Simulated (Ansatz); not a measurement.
**HfSiO₄: rattling a relaxed structure**

The structure comes from a generated guess, relaxed at this level; another structure or a mixture of phases may lie lower.

Level of theory: Ansatz, DFT PBE, scalar-relativistic, plane waves, PAW. Cutoff 420 eV; k points 6×6×4 on the computed 12-atom cell (Γ-centred); Gaussian smearing, width 0.02 eV; no spin polarisation.

The cell below (12 atoms, space group P6_3mc (No. 186)) is relaxed within its symmetry.

```cif
data_structure
_symmetry_space_group_name_H-M 'P 1'
_symmetry_Int_Tables_number 1
_cell_length_a 5.8419
_cell_length_b 5.8419
_cell_length_c 9.5183
_cell_angle_alpha 90.000
_cell_angle_beta 90.000
_cell_angle_gamma 120.000
_cell_volume 281.32
loop_
_atom_site_label
_atom_site_type_symbol
_atom_site_fract_x
_atom_site_fract_y
_atom_site_fract_z
_atom_site_occupancy
Hf1 Hf 0.33333 0.66667 0.43795 1
Hf2 Hf 0.66667 0.33333 0.93795 1
Si1 Si 0.33333 0.66667 0.06242 1
Si2 Si 0.66667 0.33333 0.56242 1
O1 O 0.33333 0.66667 0.23392 1
O2 O 0.66667 0.33333 0.73392 1
O3 O 0.48544 0.97088 0.00524 1
O4 O 0.51456 0.48544 0.50524 1
O5 O 0.02912 0.51456 0.00524 1
O6 O 0.51456 0.02912 0.50524 1
O7 O 0.48544 0.51456 0.00524 1
O8 O 0.97088 0.48544 0.50524 1
```

For the test it was strained at random (σ = 1.5 % a component), the atoms were moved at random (σ = 0.15 Å), and all was relaxed again on a coarse 3×3×2 mesh (in the run’s order of axes) with 0.10 eV smearing, with no symmetry imposed.

These runs have no spin–orbit coupling, which can matter for Hf.

Question: What happens?

Answer: It returns, within 1 meV/atom of the unmoved cell on that mesh and with the same symmetry when read at 0.1 Å (P1 at 0.01 Å, so small strains and shifts remain). So it is stable against the distortions that fit this cell and that this random move excites. Modes that don't fit the cell aren't tested.
